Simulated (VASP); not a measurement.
# InPd (Fm-3m) in VASP: notebook, part 2 of 2

VASP 6.6.1. The steps go on from the part before.

**3. Relaxation of cell and atoms, PBE, target pressure 20 GPa, at which the enthalpy is minimised**

INCAR reads:

```
SYSTEM = InPd
  ALGO = Fast
  EDIFF = 1E-6
  EDIFFG = -0.005
  ENCUT = 600
  GGA = PE
  IBRION = 2
  ISIF = 3
  ISMEAR = -1
  LASPH = .TRUE.
  LCHARG = .FALSE.
  LREAL = .FALSE.
  LWAVE = .FALSE.
  NELM = 100
  NSW = 40
  PREC = Accurate
  PSTRESS = 200
  SIGMA = 0.05
```

KPOINTS reads:

```
k-points
0
G
  8 8 8
  0 0 0
```

POSCAR reads:

```
InPd
1.0
    0.0000000000      2.7460700000      2.7460700000
    2.7460700000      0.0000000000      2.7460700000
    2.7460700000      2.7460700000      0.0000000000
In Pd
1 1
Direct
    0.0000000000      0.0000000000      0.0000000000
    0.5000000000      0.5000000000      0.5000000000
```

Potentials or basis: VASP PAW PBE potentials, release 64 (In_d, Pd).

On the command line:

```sh
$ cat potpaw_PBE.64/In_d/POTCAR potpaw_PBE.64/Pd/POTCAR > POTCAR
$ mpirun -np 1 vasp_std > vasp.out
```

OUTCAR:

```text
SYSTEM = InPd
   EDIFF = 1E-6
   EDIFFG = -0.005
   ENCUT = 600
   GGA = PE
   IBRION = 2
   ISIF = 3
   ISMEAR = -1
   LASPH = .TRUE.
   LREAL = .FALSE.
   NELM = 100
   NSW = 40
   PREC = Accurate
   PSTRESS = 200

 ion  position               nearest neighbor table
   1  0.000  0.000  0.000-   2 2.75   2 2.75   2 2.75   2 2.75   2 2.75   2 2.75
   2  0.500  0.500  0.500-   1 2.75   1 2.75   1 2.75   1 2.75   1 2.75   1 2.75

  LATTYP: Found a face centered cubic cell.
 ALAT       =     5.4921400000

  Lattice vectors:

 A1 = (   0.0000000000,   2.7460700000,   2.7460700000)
 A2 = (   2.7460700000,   0.0000000000,   2.7460700000)
 A3 = (   2.7460700000,   2.7460700000,   0.0000000000)

Analysis of symmetry for initial positions (statically):
=====================================================================
 Subroutine PRICEL returns:
 Original cell was already a primitive cell.

 Routine SETGRP: Setting up the symmetry group for a
 face centered cubic supercell.

 Subroutine GETGRP returns: Found 48 space group operations
 (whereof 48 operations were pure point group operations)
 out of a pool of 48 trial point group operations.

The static configuration has the point symmetry O_h .

Analysis of symmetry for dynamics (positions and initial velocities):
=====================================================================
 Subroutine PRICEL returns:
 Original cell was already a primitive cell.

 Routine SETGRP: Setting up the symmetry group for a
 face centered cubic supercell.

 Subroutine GETGRP returns: Found 48 space group operations
 (whereof 48 operations were pure point group operations)
 out of a pool of 48 trial point group operations.

The dynamic configuration has the point symmetry O_h .

 Subroutine INISYM returns: Found 48 space group operations
 (whereof 48 operations are pure point group operations),
 and found     1 'primitive' translations

----------------------------------------------------------------------------------------

                                     Primitive cell

  volume of cell :      41.4157

  direct lattice vectors                    reciprocal lattice vectors
     0.000000000  2.746070000  2.746070000    -0.182078388  0.182078388  0.182078388
     2.746070000  0.000000000  2.746070000     0.182078388 -0.182078388  0.182078388
     2.746070000  2.746070000  0.000000000     0.182078388  0.182078388 -0.182078388

  length of vectors
     3.883529437  3.883529437  3.883529437     0.315369020  0.315369020  0.315369020

  position of ions in fractional coordinates (direct lattice)
     0.000000000  0.000000000  0.000000000
     0.500000000  0.500000000  0.500000000

  ion indices of the primitive-cell ions
   primitive index   ion index
                 1           1
                 2           2

----------------------------------------------------------------------------------------

 KPOINTS: k-points

Automatic generation of k-mesh.
 Grid dimensions read from file:
 generate k-points for:    8    8    8

 Generating k-lattice:

  Cartesian coordinates                     Fractional coordinates (reciprocal lattice)
    -0.022759799  0.022759799  0.022759799     0.125000000  0.000000000  0.000000000
     0.022759799 -0.022759799  0.022759799     0.000000000  0.125000000  0.000000000
     0.022759799  0.022759799 -0.022759799     0.000000000  0.000000000  0.125000000

  Length of vectors
     0.039421127  0.039421127  0.039421127

  Shift w.r.t. Gamma in fractional coordinates (k-lattice)
     0.000000000  0.000000000  0.000000000

 Subroutine IBZKPT returns following result:
 ===========================================

 Found     29 irreducible k-points:

 Following reciprocal coordinates:
            Coordinates               Weight
  0.000000  0.000000  0.000000      1.000000
  0.125000  0.000000  0.000000      8.000000
  0.250000  0.000000  0.000000      8.000000
  0.375000  0.000000  0.000000      8.000000
  0.500000  0.000000  0.000000      4.000000
  0.125000  0.125000  0.000000      6.000000
[... 16 lines left out ...]
  0.500000  0.250000  0.125000     48.000000
 -0.375000  0.250000  0.125000     24.000000
 [... further k-points ...]
   k-points           NKPTS =     29   k-points in BZ     NKDIM =     29   number of bands    NBANDS=     15
   number of dos      NEDOS =    301   number of ions     NIONS =      2
   total plane-waves  NPLWV =  32768
   dimension x,y,z NGX =    32 NGY =   32 NGZ =   32
   dimension x,y,z NGXF=    64 NGYF=   64 NGZF=   64
   ions per type =               1   1
   NGX,Y,Z   is equivalent  to a cutoff of  13.70, 13.70, 13.70 a.u.
   NGXF,Y,Z  is equivalent  to a cutoff of  27.40, 27.40, 27.40 a.u.
 SYSTEM =  InPd
   PREC   = accura    normal or accurate (medium, high low for compatibility)
   ISTART =      0    job   : 0-new  1-cont  2-samecut
   ICHARG =      2    charge: 1-file 2-atom 10-const
   ISPIN  =      1    spin polarized calculation?
   LNONCOLLINEAR =      F non collinear calculations
   LSORBIT =      F    spin-orbit coupling
   LASPH  =      T    aspherical Exc in radial PAW
   ENCUT  =  600.0 eV  44.10 Ry    6.64 a.u.   7.76  7.76  7.76*2*pi/ulx,y,z
   NELM   =    100;   NELMIN=  2; NELMDL= -5     # of ELM steps
   EDIFF  = 0.1E-05   stopping-criterion for ELM
   LREAL  =      F    real-space projection
   EDIFFG = -.5E-02   stopping-criterion for IOM
   NSW    =     40    number of steps for IOM
   IBRION =      2    ionic relax: 0-MD 1-quasi-New 2-CG
   NFREE  =      1    steps in history (QN), initial steepest desc. (CG)
   ISIF   =      3    stress and relaxation
   ISYM   =      2    0-nonsym 1-usesym 2-fastsym
   POTIM  = 0.5000    time-step for ionic-motion
   TEBEG  =    0.0;   TEEND  =   0.0 temperature during run
   PSTRESS=  200.0 pullay stress
   NELECT =      23.0000    total number of electrons
   NUPDOWN=      -1.0000    fix difference up-down
   EMIN   =  10.00;   EMAX   =-10.00  energy-range for DOS
   EFERMI =   0.00;   METHOD = LEGACY
   ISMEAR =    -1;   SIGMA  =   0.05  broadening in eV -4-tet -1-fermi 0-gaus
   EFERMI_NEDOS =   21; number of points for ismear=-14 and -15
   IALGO  =     68    algorithm
   IMIX   =      4    mixing-type and parameters
     AMIX     =   0.40;   BMIX     =  1.00
     AMIX_MAG =   1.60;   BMIX_MAG =  1.00
  volume/ion in A,a.u.               =      20.71       139.74
  Fermi-wavevector in a.u.,A,eV,Ry     =   1.345641  2.542893 24.636741  1.810749
  Thomas-Fermi vector in A             =   2.473537
   LORBIT       =      0    0 simple, 1 ext, 2 COOP (PROOUT), +10 PAW based schemes
   GGA     = PE    functional components
   LHFCALC =     F    Hartree Fock is set to
   AEXX    =    0.0000 exact exchange contribution
   IVDW    =     0    specifies the selected vdW correction
   LEPSILON=     F    determine dielectric tensor
   LRPA    =     F    only Hartree local field effects (RPA)
 conjugate gradient relaxation of ions
 non-spin polarized calculation
 RMM-DIIS sequential band-by-band and
  energy-cutoff  :      600.00
  volume of cell :       41.42
 maximum number of plane-waves:      1411
   NGX = 15   NGY = 15   NGZ = 15

--------------------------------------- Ionic step        1  -------------------------------------------

 number of electron      22.9999996 magnetization

 Free energy of the ion-electron system (eV)
  ---------------------------------------------------
  ext. energy  EPLUGINS =         0.00000000
  ---------------------------------------------------
  free energy    TOTEN  =        -8.29434958 eV

  energy without entropy =       -8.28456268  energy(sigma->0) =       -8.28945613

 E-fermi :   8.1632     XC(G=0): -11.2034

 val. band max:        8.1412421192   @ k =  -0.3750   0.5000   0.1250
 cond. band min:       8.1954743294   @ k =  -0.3750   0.3750   0.0000
 fundamental gap:      0.0542322102
 Fermi energy:         8.1631848828

 k-point     1 :       0.0000    0.0000    0.0000
  band No.  band energies     occupation
      1      -6.4300      2.00000
      2      -6.4300      2.00000
      3      -6.3347      2.00000
      4      -6.3347      2.00000
      5      -6.3347      2.00000
      6      -0.6220      2.00000
      7       5.3260      2.00000
      8       5.3260      2.00000
      9       5.3260      2.00000
     10       5.5674      2.00000
     11       5.5674      2.00000
     12      13.5487      0.00000
     13      13.5487      0.00000
     14      13.5487      0.00000
[... 524 lines left out ...]
  energy  without entropy=       -8.0114197640  energy(sigma->0) =       -8.01555653

  enthalpy is  TOTEN    =        -3.5388846228 eV   P V=        4.4808086680

[... ionic steps 4 to 9 ...]

--------------------------------------- Ionic step       10  -------------------------------------------

 number of electron      22.9999997 magnetization

------------------------ aborting loop because EDIFF is reached ----------------------------------------
[... 71 lines left out ...]
--------------------------------------- Ionic step       12  -------------------------------------------

 number of electron      22.9999997 magnetization

 Free energy of the ion-electron system (eV)
  ---------------------------------------------------
  ext. energy  EPLUGINS =         0.00000000
  ---------------------------------------------------
  free energy    TOTEN  =        -7.97432119 eV

  energy without entropy =       -7.96622810  energy(sigma->0) =       -7.97027465

 E-fermi :  10.4888     XC(G=0): -12.0495

 val. band max:       10.3452475243   @ k =   0.5000   0.2500   0.1250
 cond. band min:      10.5281920295   @ k =  -0.2500   0.3750   0.1250
 fundamental gap:      0.1829445052
 Fermi energy:        10.4888200688

 k-point     1 :       0.0000    0.0000    0.0000
  band No.  band energies     occupation
      1      -4.5885      2.00000
      2      -4.5885      2.00000
      3      -4.4290      2.00000
      4      -4.4290      2.00000
      5      -4.4290      2.00000
      6       0.4235      2.00000
      7       6.9721      2.00000
      8       6.9721      2.00000
      9       6.9721      2.00000
     10       7.3926      2.00000
     11       7.3926      2.00000
     12      16.4225      0.00000
     13      16.4225      0.00000
     14      16.4225      0.00000
[... 448 lines left out ...]
  energy  without entropy=       -7.9662281005  energy(sigma->0) =       -7.97027465

  enthalpy is  TOTEN    =        -3.5410641723 eV   P V=        4.4332570222

 reached required accuracy - stopping structural energy minimisation
```

CONTCAR:

```text
InPd
   1.00000000000000
     0.0000000000000000    2.6089024097396658    2.6089024097396658
     2.6089024097396658   -0.0000000000000000    2.6089024097396658
     2.6089024097396658    2.6089024097396658   -0.0000000000000000
  In              Pd
     1     1
Direct
     0.0000000000000000    0.0000000000000000    0.0000000000000000
     0.5000000000000000    0.5000000000000000    0.5000000000000000

  0.00000000E+00  0.00000000E+00  0.00000000E+00
  0.00000000E+00  0.00000000E+00  0.00000000E+00
```

It took 2 min on 1 thread of AMD EPYC 9R45 (Zen 5), shared host; peak memory 0.17 GiB.

Results:

- Free energy: -7.9743 eV
- Relaxed volume: 17.76 Å³/atom
- Relaxed cell: a = 3.690 Å, b = 3.690 Å, c = 3.690 Å, α = 60.00°, β = 60.00°, γ = 60.00°
- Space group after relaxing (to 0.05 Å): Fm-3m (No. 225)
- Energy change on relaxing (the enthalpy is what falls): +160.0 meV/atom
- Ionic steps: 12
- Pressure after relaxing: 20.0 GPa
- Band gap on the k mesh: none (metal or under the smearing width)

The path:
```tsv
step	energy change (eV)	largest force (eV/Å)	pressure (GPa)	volume (Å³)
1	0.0000	0.0000	0.20	41.42
2	2.7160	0.0000	95.96	27.89
3	0.2747	0.0000	18.32	35.90
4	0.3028	0.0000	19.37	35.65
5	0.3198	0.0000	19.80	35.52
6	0.3340	0.0000	20.56	35.40
7	0.2990	0.0000	19.19	35.69
8	0.3192	0.0000	19.69	35.52
9	0.3245	0.0000	20.20	35.48
10	0.3224	0.0000	20.14	35.50
11	0.3208	0.0000	20.08	35.51
12	0.3200	0.0000	20.04	35.51
```

Final structure:
```cif
data_structure
_symmetry_space_group_name_H-M 'P 1'
_symmetry_Int_Tables_number 1
_cell_length_a 3.6895
_cell_length_b 3.6895
_cell_length_c 3.6895
_cell_angle_alpha 60.000
_cell_angle_beta 60.000
_cell_angle_gamma 60.000
_cell_volume 35.51
loop_
_atom_site_label
_atom_site_type_symbol
_atom_site_fract_x
_atom_site_fract_y
_atom_site_fract_z
_atom_site_occupancy
In1 In 0.00000 0.00000 0.00000 1
Pd1 Pd 0.50000 0.50000 0.50000 1
```

Caveat: the cell is relaxed towards a set pressure, so the enthalpy falls and the energy may rise.

**4. Relaxation of cell and atoms, PBE, target pressure 30 GPa, at which the enthalpy is minimised**

Edit INCAR of step 3 so:

```diff
@@ -16,3 +16,3 @@
   PREC = Accurate
-  PSTRESS = 200
+  PSTRESS = 300
   SIGMA = 0.05
```

KPOINTS is that of step 3.

POSCAR is that of step 3.

On the command line:

```sh
$ cat potpaw_PBE.64/In_d/POTCAR potpaw_PBE.64/Pd/POTCAR > POTCAR
$ mpirun -np 1 vasp_std > vasp.out
```

Run time: 2 min. Hardware: 1 thread of AMD EPYC 9R45 (Zen 5), shared host; peak memory 0.17 GiB.

Results (log left out):

| Quantity | Value |
| --- | --- |
| Free energy | -7.7094 eV |
| Relaxed volume | 16.90 Å³/atom |
| Relaxed cell | a = 3.629 Å, b = 3.629 Å, c = 3.629 Å, α = 60.00°, β = 60.00°, γ = 60.00° |
| Space group after relaxing (to 0.05 Å) | Fm-3m (No. 225) |
| Energy change on relaxing (the enthalpy is what falls) | +292.5 meV/atom |
| Ionic steps | 12 |
| Pressure after relaxing | 30.0 GPa |
| Band gap on the k mesh | none (metal or under the smearing width) |

The path:
```tsv
step	energy change (eV)	largest force (eV/Å)	pressure (GPa)	volume (Å³)
1	0.0000	0.0000	0.20	41.42
2	8.4337	0.0000	262.06	22.35
3	0.4297	0.0000	24.33	34.72
4	0.5131	0.0000	27.58	34.20
5	0.5787	0.0000	29.64	33.84
6	0.6054	0.0000	30.73	33.70
7	0.5448	0.0000	28.60	34.02
8	0.5844	0.0000	29.85	33.81
9	0.5880	0.0000	30.11	33.79
10	0.5865	0.0000	30.07	33.79
11	0.5855	0.0000	30.07	33.80
12	0.5849	0.0000	30.04	33.80
```

Final structure:
```
In Pd
1.0
     0.00000    2.56631    2.56631
     2.56631    0.00000    2.56631
     2.56631    2.56631    0.00000
In Pd
1 1
Direct
  0.00000 0.00000 0.00000
  0.50000 0.50000 0.50000
```

Levels at points of the mesh, in eV from the Fermi level:
```
           k point  band 8  band 9  band 10  band 11  band 12  band 13  band 14  band 15
(0.00, 0.00, 0.00)   -3.72   -3.72    -3.22    -3.22     6.16     6.16     6.16     8.33
(0.50, 0.00, 0.00)   -4.74   -4.74    -3.27    -3.27    -1.79     8.05     8.59     8.59
(0.50, 0.50, 0.00)   -3.61   -2.97    -2.97    -2.97     0.24     1.25     1.25     6.26
```

Caveat: the cell is relaxed towards a set pressure, so the enthalpy falls and the energy may rise; the volume moved by over 15 % at a fixed basis, so the end points are rough.

**5. Overview**

```tsv
cell	target pressure	gap on the mesh (eV)	pressure (GPa)
relaxed to 10 GPa	10 GPa	none	10.0
relaxed to 20 GPa	20 GPa	none	20.0
relaxed to 30 GPa	30 GPa	none	30.0
```

Alike in all rows: task relaxation of cell and atoms; level PBE; potentials or basis VASP PAW PBE potentials, release 64 (In_d, Pd); no spin polarisation; k mesh 8 × 8 × 8; cutoff (eV) 600; smearing fermi-dirac 0.05 eV.

Caveats: the cell is relaxed towards a set pressure, so the enthalpy falls and the energy may rise; the volume moved by over 15 % at a fixed basis, so the end points are rough (some runs).

Absolute energies hang on the potentials; compare differences alone.
